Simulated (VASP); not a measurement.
# InAs (Fm-3m) in VASP: further runs, part 2 of 2

VASP 6.6.1.

## 4. Electric field gradients, PBE

File INCAR:

```
PREC = Accurate
ENCUT = 520
EDIFF = 1E-8
ISMEAR = 0
SIGMA = 0.02
LREAL = False
LASPH = True
NELM = 80
ALGO = Normal
ISIF = 2
LWAVE = False
LCHARG = False
GGA = PE
LEFG = True
```

File KPOINTS:

```
Automatic mesh
0
Gamma
  8 8 8
```

File POSCAR:

```
InAs
1.0
    0.0000000000      2.8773040000      2.8773040000
    2.8773040000      0.0000000000      2.8773040000
    2.8773040000      2.8773040000      0.0000000000
In As
1 1
Direct
    0.5000000000      0.5000000000      0.5000000000
    0.0000000000      0.0000000000      0.0000000000
```

Potentials or basis: VASP PAW PBE potentials, release 64 (In_d, As).

Command:

```sh
cat potpaw_PBE.64/In_d/POTCAR potpaw_PBE.64/As/POTCAR > POTCAR
mpirun -np 1 vasp_std > vasp.out
```

OUTCAR:

```text
PREC = Accurate
   ENCUT = 520
   EDIFF = 1E-8
   ISMEAR = 0
   LREAL = False
   LASPH = True
   NELM = 80
   ISIF = 2
   GGA = PE

 ion  position               nearest neighbor table
   1  0.500  0.500  0.500-   2 2.88   2 2.88   2 2.88   2 2.88   2 2.88   2 2.88
   2  0.000  0.000  0.000-   1 2.88   1 2.88   1 2.88   1 2.88   1 2.88   1 2.88

  LATTYP: Found a face centered cubic cell.
 ALAT       =     5.7546080000

  Lattice vectors:

 A1 = (   0.0000000000,   2.8773040000,   2.8773040000)
 A2 = (   2.8773040000,   0.0000000000,   2.8773040000)
 A3 = (   2.8773040000,   2.8773040000,   0.0000000000)

Analysis of symmetry for initial positions (statically):
=====================================================================
 Subroutine PRICEL returns:
 Original cell was already a primitive cell.

 Routine SETGRP: Setting up the symmetry group for a
 face centered cubic supercell.

 Subroutine GETGRP returns: Found 48 space group operations
 (whereof 48 operations were pure point group operations)
 out of a pool of 48 trial point group operations.

The static configuration has the point symmetry O_h .

Analysis of symmetry for dynamics (positions and initial velocities):
=====================================================================
 Subroutine PRICEL returns:
 Original cell was already a primitive cell.

 Routine SETGRP: Setting up the symmetry group for a
 face centered cubic supercell.

 Subroutine GETGRP returns: Found 48 space group operations
 (whereof 48 operations were pure point group operations)
 out of a pool of 48 trial point group operations.

The dynamic configuration has the point symmetry O_h .

[... 528 lines left out ...]
      5      -8.2884      2.00000
      6      -4.1267      2.00000
      7      -0.0421      2.00000
      8       3.6353      2.00000
      9       4.4167      2.00000
     10       8.0062      0.00000
     11       9.2068      0.00000
     12      11.8179      0.00000
     13      13.2485      0.00000

 [... further k-points ...]

------------------------ aborting loop because EDIFF is reached ----------------------------------------

  FORCE on cell =-STRESS in cart. coord.  units (eV):
  Direction    XX          YY          ZZ          XY          YZ          ZX
  --------------------------------------------------------------------------------------
  -------------------------------------------------------------------------------------
  Total        0.0058102      0.0058102      0.0058102      0.0000000      0.0000000     -0.0000000
  in kB        0.1953964      0.1953964      0.1953964      0.0000000      0.0000000     -0.0000000
  external PRESSURE =       0.1953964 kB  Pullay stress =       0.0000000 kB

 VOLUME and BASIS-vectors are now :
 -----------------------------------------------------------------------------
  energy-cutoff  :      520.00
  volume of cell :       47.64
      direct lattice vectors                 reciprocal lattice vectors
     0.000000000  2.877304000  2.877304000    -0.173773783  0.173773783  0.173773783
     2.877304000  0.000000000  2.877304000     0.173773783 -0.173773783  0.173773783
     2.877304000  2.877304000  0.000000000     0.173773783  0.173773783 -0.173773783

 POSITION                                       TOTAL-FORCE (eV/Angst)
 -----------------------------------------------------------------------------------
      2.87730      2.87730      2.87730        -0.000000     -0.000000      0.000000
      0.00000      0.00000      0.00000         0.000000      0.000000     -0.000000
 -----------------------------------------------------------------------------------
    total drift:                                0.000000      0.000000      0.000000

  FREE ENERGIE OF THE ION-ELECTRON SYSTEM (eV)
  ---------------------------------------------------
  free  energy   TOTEN  =        -7.3144296114 eV

  energy  without entropy=       -7.3142263235  energy(sigma->0) =       -7.31432797

 Electric field gradients (V/A^2)
---------------------------------------------------------------------
 ion       V_xx      V_yy      V_zz      V_xy      V_xz      V_yz
---------------------------------------------------------------------
   1      -0.000     0.000     0.000    -0.002    -0.002    -0.002
   2      -0.000    -0.000     0.000     0.000     0.000     0.000
---------------------------------------------------------------------

 Electric field gradients after diagonalization (V/A^2)
 (convention: |V_zz| > |V_xx| > |V_yy|)
----------------------------------------------------------------------
 ion       V_xx      V_yy      V_zz     asymmetry (V_yy - V_xx)/ V_zz
----------------------------------------------------------------------
   1       0.002     0.002    -0.004       0.000
   2      -0.000    -0.000     0.001       0.000
----------------------------------------------------------------------

           NMR quadrupolar parameters

 Cq : quadrupolar parameter    Cq=e*Q*V_zz/h
 eta: asymmetry parameters     (V_yy - V_xx)/ V_zz
 Q  : nuclear electric quadrupole moment in mb (millibarn)
----------------------------------------------------------------------
 ion       Cq(MHz)       eta       Q (mb)
----------------------------------------------------------------------
   1      -0.000       0.000       1.000
   2       0.000       0.000       1.000
----------------------------------------------------------------------
```

stdout:

```text
POSCAR found type information on POSCAR InAs
 POSCAR found :  2 types and       2 ions
 scaLAPACK will be used
 LDA part: xc-table for (Slater+PW92), standard interpolation
 POSCAR, INCAR and KPOINTS ok, starting setup
 FFT: planning ... GRIDC
 FFT: planning ... GRID_SOFT
 FFT: planning ... GRID
 WAVECAR not read
 entering main loop
ion   1

ion   2
```

Wall time 25 s (1 thread of Intel Xeon Platinum 8488C (Sapphire Rapids), shared host); peak memory 0.17 GiB.

What came out:

| Quantity | Value |
| --- | --- |
| Free energy | -7.3144 eV |
| Pressure | 0.0 GPa |
| Band gap on the k mesh | none (metal or under the smearing width) |

Levels at points of the mesh, in eV from the Fermi level:
```tsv
k point	band 5	band 6	band 7	band 8	band 9	band 10	band 11	band 12	band 13
(0.00, 0.00, 0.00)	-14.28	-12.12	-0.67	-0.22	-0.22	-0.22	7.16	7.16	7.16
(0.50, 0.00, 0.00)	-14.23	-10.46	-6.51	0.16	0.16	2.12	3.27	3.27	4.39
(0.50, 0.50, 0.00)	-14.20	-9.59	-4.71	-2.93	-2.24	-2.24	3.87	9.17	9.17
```

Electric field gradients, principal values (V/Å²):
```csv
atom,Vxx,Vyy,Vzz
1 In,0.002,0.002,-0.004
2 As,0.000,0.000,0.001
```

## 5. The reference run

An earlier run on the cell as given: functional PBE; potentials or basis VASP PAW PBE potentials, release 64 (In_d, As); cutoff 520 eV; k mesh 8 × 8 × 8; occupations fermi-dirac, width 0.05 eV; no spin polarisation.

- Pressure: 0.0 GPa
- Band gap on the k mesh: none (metal or under the smearing width)

## 6. Overview

| task | smearing | k mesh for the DOS | occupations for the DOS | gap on the mesh (eV) | pressure (GPa) |
| --- | --- | --- | --- | --- | --- |
| optical spectrum | gaussian 0.02 eV | - | - | none | 0.0 |
| density of states | gaussian 0.02 eV | 12 × 12 × 12 | tetrahedron | - | - |
| electric field gradients | gaussian 0.02 eV | - | - | none | 0.0 |
| single point | fermi-dirac 0.05 eV | - | - | none | 0.0 |

Alike in all rows: level PBE; potentials or basis VASP PAW PBE potentials, release 64 (In_d, As); no spin polarisation; cell as given; k mesh 8 × 8 × 8; cutoff (eV) 520.

Every run on the cell as given and a fine mesh finds a metal.

Caveats: spectra need much finer meshes, so this one isn't converged (some runs); independent-particle spectra lack excitons (some runs); the intraband (Drude) part of a metal's response may be missing (some runs).

Absolute energies hang on the potentials; compare differences alone.
